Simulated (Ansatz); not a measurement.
**Contact densities of Se against volume**

```
Se
1.0
     4.35517    0.00000    0.00000
    -2.17758    3.77169    0.00000
     0.00000    0.00000    4.94945
Se
3
Cartesian
  0.9451 0.0000 0.8249
  -0.4725 0.8185 4.1245
  1.7050 2.9532 2.4747
```

Atoms are numbered in the order listed.

The geometry is COD entry 9008579, unchecked; take it as a test cell.

Computed with DFT, PBEsol, all-electron PAW with datasets made for the crystal, scalar-relativistic in Ansatz 0.2.0.

Numerical set-up: a Γ-centred 8×8×6 k mesh, Fermi–Dirac smearing of 0.02 eV, cutoff 200 eV (chosen by the program for this cell), no spin polarisation.

The contact density is the mean electron density over the nuclear volume; its changes follow the s electrons' response to bonding and compression. Changes below are taken from the unscaled cell, where it is 262487 e/Å³ at Se1.

The datasets are made afresh for each cell, so very small changes are uncertain.

**Question.** Does compression raise or lower the contact density at Se1?

**Answer.** It lowers it, by 1.59 e/Å³ over the whole range.

**Question.** Tabulate the changes with volume.

**Answer.** 
| V/V(cell) | P (GPa) | Δρ(0) Se1 (e/Å³) |
| --- | --- | --- |
| 0.9400 | 7.5 | -0.85 |
| 0.9600 | 5.8 | -0.56 |
| 0.9800 | 4.3 | -0.28 |
| 0.9900 | 3.5 | -0.14 |
| 1.0000 | 2.9 | 0.00 |
| 1.0100 | 2.2 | 0.14 |
| 1.0200 | 1.6 | 0.26 |
| 1.0400 | 0.5 | 0.50 |
| 1.0600 | -0.5 | 0.74 |
